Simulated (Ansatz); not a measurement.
ZnS (Wurtzite-6H):

```xyz
12
Lattice="3.8120 0.0000 0.0000 -1.9060 3.3013 0.0000 0.0000 0.0000 18.6900" Properties=species:S:1:pos:R:3 pbc="T T T"
Zn    0.0000    2.2009   15.5749
Zn    1.9060    1.1004    6.2299
Zn    1.9060    1.1004   12.4601
Zn    0.0000    2.2009    3.1151
Zn    0.0000    0.0000    9.3450
Zn    0.0000    0.0000    0.0000
S     0.0000    2.2009   17.9112
S     1.9060    1.1004    8.5662
S     1.9060    1.1004   14.7963
S     0.0000    2.2009    5.4513
S     0.0000    0.0000   11.6812
S     0.0000    0.0000    2.3362
```

Below is the output of Ansatz 0.2.0 for this cell. Logs are shortened: lines on timing, memory, paths and dates and some standing lists are left out, and cuts for length are marked.

```text
Warning: RAYON_NUM_THREADS=4 ignored (pool sized by the plan → 4); use --threads N
Engine: ansatz 0.2.0, x86_64-unknown-linux-gnu
Pseudopotentials: kind: paw
Pseudopotential: Zn, paw, valence charge 12, recommended cutoff 420 eV (normal), Zn.paw.azcp
Pseudopotential: S, paw, valence charge 6, recommended cutoff 420 eV (normal), S.paw.azcp
Functional definition: revPBE
  parameter kappa = 1.245
  parameter beta = 0.06672455060314922
  exchange = pbe_x(kappa = kappa, mu = beta*pi^2/3)
  correlation = pbe_c(beta = beta)
Crystal: 12 atoms, lattice volume = 235.204 Å³
Basis set: ecut = 420 eV, 4611 PW (Γ), exchange–correlation on 54×54×250 points (8 copies of the dense FFT grid, shifted against one another)
Bands: 66, of which v1, the nominal top of the filled ones, is band 54 counted from 1 (53 counted from 0)
Symmetry: 12 space group operations
[... 121 lines left out ...]
  k-point 1: bands = ["-7.5033", "-7.5033", "-7.1685", "-7.1685", "-6.7829", "-6.7829", "-0.8725", "-0.8725", "-0.8655", "-0.8655", "-0.8655", "-0.8655", "-0.8196", "-0.8196", "-0.8196", "-0.8196", "-0.8149", "-0.8149", "-0.7819", "-0.7819", "-0.7819", "-0.7819", "-0.4717", "-0.4717", "-0.4418", "-0.4418", "-0.4418", "-0.4418", "-0.4279", "-0.4279", "-0.4279", "-0.4279", "-0.4017", "-0.4017", "-0.4017", "-0.4017", "0.7514", "0.7514", "2.5609", "2.5609", "4.5005", "4.5005", "4.5005", "4.5005", "4.6752", "4.6752", "4.8266", "4.8266", "4.8266", "4.8266", "5.1917", "5.1917", "5.1917", "5.1917", "7.7672", "7.7672", "8.5082", "8.5082", "8.7158", "8.7158", "11.6525", "11.6525", "11.7506", "11.7506", "11.7506", "11.7506"]
  k-point 2: bands = ["-7.4566", "-7.2836", "-7.2763", "-6.8915", "-6.8828", "-6.6658", "-0.8796", "-0.8744", "-0.8620", "-0.8541", "-0.8529", "-0.8337", "-0.8216", "-0.8152", "-0.8143", "-0.7960", "-0.7883", "-0.7775", "-0.7698", "-0.7668", "-0.7492", "-0.6897", "-0.6808", "-0.4566", "-0.4507", "-0.4479", "-0.4408", "-0.4391", "-0.4322", "-0.4272", "-0.4180", "-0.4108", "-0.4023", "-0.3945", "-0.3942", "-0.2184", "0.4513", "1.6036", "1.6122", "3.3829", "3.4094", "3.7610", "4.0187", "4.0351", "4.2311", "4.3554", "4.4343", "4.4387", "4.5800", "4.6591", "4.8815", "4.8884", "5.1154", "5.1355", "8.0692", "8.8902", "9.0072", "9.1366", "9.1917", "9.3604", "11.0070", "11.0575", "11.3926", "11.7424", "11.9053", "11.9187"]
  k-point 19: bands = ["-6.5743", "-6.5743", "-6.5192", "-6.5192", "-6.4668", "-6.4668", "-0.7907", "-0.7907", "-0.7628", "-0.7628", "-0.7195", "-0.7195", "-0.6967", "-0.6967", "-0.6675", "-0.6675", "-0.6240", "-0.6240", "-0.5303", "-0.5303", "-0.5043", "-0.5043", "-0.4701", "-0.4701", "-0.4415", "-0.4415", "-0.4234", "-0.4234", "-0.4074", "-0.4074", "-0.2234", "-0.2234", "-0.1875", "-0.1875", "-0.1364", "-0.1364", "0.7454", "0.7454", "0.9357", "0.9357", "1.0602", "1.0602", "2.2969", "2.2969", "2.5961", "2.5961", "2.9668", "2.9668", "3.3923", "3.3923", "3.7362", "3.7362", "3.9671", "3.9671", "9.7260", "9.7260", "10.0587", "10.0587", "10.3442", "10.3442", "11.0974", "11.0974", "11.3814", "11.3814", "11.9108", "11.9108"]
--- Relaxed structure (4 steps of the walk, 4 accepted, 1 SCFs on fresh bases) ---
  F+E_penalty+E_count = -25374.51819212 eV   max|allowed force component| = 9.208e-3 eV/Å   (the final SCF, on the basis selected at the relaxed cell)
  cell:  # Å, volume = 248.6750 Å³
    - [3.8830096183898943, 0.0, -7.92903418630055e-34]
    - [-1.9415048091949472, 3.3627849726649672, 3.964517093150275e-34]
    - [-3.887554293079887e-33, 0.0, 19.044279683148957]
  atoms:
    - { symbol: Zn, position: [0.33333333333333337, 0.6666666666666667, 0.8332405137407287] }
    - { symbol: Zn, position: [0.6666666666666666, 0.33333333333333337, 0.33324051374072877] }
    - { symbol: Zn, position: [0.6666666666666666, 0.33333333333333337, 0.6667197129141594] }
    - { symbol: Zn, position: [0.33333333333333337, 0.6666666666666667, 0.1667197129141595] }
    - { symbol: Zn, position: [-6.117093250187281e-33, -5.907606555950362e-33, 0.49997311351551416] }
    - { symbol: Zn, position: [6.339270692616892e-33, 6.071279100773016e-33, -2.68864844858177e-5] }
    - { symbol: S, position: [0.33333333333333337, 0.6666666666666667, 0.9582068496879478] }
    - { symbol: S, position: [0.6666666666666666, 0.33333333333333337, 0.45820684968794806] }
    - { symbol: S, position: [0.6666666666666666, 0.33333333333333337, 0.7916822107517955] }
    - { symbol: S, position: [0.33333333333333337, 0.6666666666666667, 0.29168221075179535] }
    - { symbol: S, position: [-3.9558681689983243e-33, -4.818616950793691e-33, 0.6251775993898543] }
    - { symbol: S, position: [3.794705462151538e-33, 5.293429382803966e-33, 0.12517759938985437] }
```

Question: Write the input and the command behind it.

Answer: Relaxation of cell and atoms with revPBE, no spin polarisation. The files as run (others can give the same):

input.yaml
```yaml
crystal:
  lattice:
    - [3.812, 0.0, 0.0]
    - [-1.906, 3.3012888392, 0.0]
    - [0.0, 0.0, 18.68999]
  atoms:
    - { symbol: Zn, position: [0.3333333333, 0.6666666667, 0.83333] }
    - { symbol: Zn, position: [0.6666666667, 0.3333333333, 0.33333] }
    - { symbol: Zn, position: [0.6666666667, 0.3333333333, 0.66667] }
    - { symbol: Zn, position: [0.3333333333, 0.6666666667, 0.16667] }
    - { symbol: Zn, position: [0.0, 0.0, 0.5] }
    - { symbol: Zn, position: [0.0, 0.0, 0.0] }
    - { symbol: S, position: [0.3333333333, 0.6666666667, 0.95833] }
    - { symbol: S, position: [0.6666666667, 0.3333333333, 0.45833] }
    - { symbol: S, position: [0.6666666667, 0.3333333333, 0.79167] }
    - { symbol: S, position: [0.3333333333, 0.6666666667, 0.29167] }
    - { symbol: S, position: [0.0, 0.0, 0.625] }
    - { symbol: S, position: [0.0, 0.0, 0.125] }
hamiltonian:
  xc: revpbe
  pseudopotentials: { kind: paw }
kpoints:
  mp_grid: { grid: [8, 8, 2] }
scf:
  occupations: { method: fermi_dirac, width: 0.05 }
output:
  forces: true
  stress: true
  eigenvalues: true
relax:
  f_tol: 0.01
  max_steps: 40
  cell: { stress_tol: 0.05 }
```

Potentials or basis: Ansatz PAW.
Command:
```bash
$ ansatz run input.yaml --threads 4 --pin off --max-ram 11264MiB --backend cpu --events-out ev --progress --plain --runs-dir out
```

Caveat: the plane-wave basis is chosen anew once the cell has moved, so the energies of steps on either side of that aren't comparable; the PAW data sets come from PBE, with cores solved anew for the run's functional, which leaves a small shift of forces and pressure.
